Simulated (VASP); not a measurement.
A run of VASP 6.6.1:

File INCAR:

```
ALGO = Normal
EDIFF = 1E-7
EDIFFG = -0.01
ENCUT = 300
GGA = PE
IBRION = 2
ISIF = 2
ISMEAR = 0
LASPH = True
LCHARG = False
LREAL = False
LWAVE = False
NELM = 80
NSW = 40
PREC = Accurate
SIGMA = 0.03
```

File KPOINTS:

```
k-points
0
Gamma
  5 5 5
```

Contents of POSCAR:

```
BAs                                     
1.0
    0.0000000000      2.3592472800      2.3592472800
    2.3592472800      0.0000000000      2.3592472800
    2.3592472800      2.3592472800      0.0000000000
  B               As            
     1     1
Direct
     0.0000000000000000    0.0000000000000000    0.0000000000000000
     0.2500000000000000    0.2500000000000000    0.2500000000000000
```

Potentials or basis: VASP PAW PBE potentials, release 64 (B_s, As).

Run with:

```console
$ cat potpaw_PBE.64/B_s/POTCAR potpaw_PBE.64/As/POTCAR > POTCAR
$ mpirun -np 1 vasp_std > vasp.out
```

Hardware: 1 thread of Intel(R) Xeon(R) Platinum 8488C (Sapphire Rapids) (shared host).

Problem. How long does it take, and how much memory?

Solution. Wall time 4.5 s on 1 thread of Intel(R) Xeon(R) Platinum 8488C (Sapphire Rapids), on a shared host, peak memory 0.11 GiB. Counts: scf iterations 13, k points 10, ion steps 1.
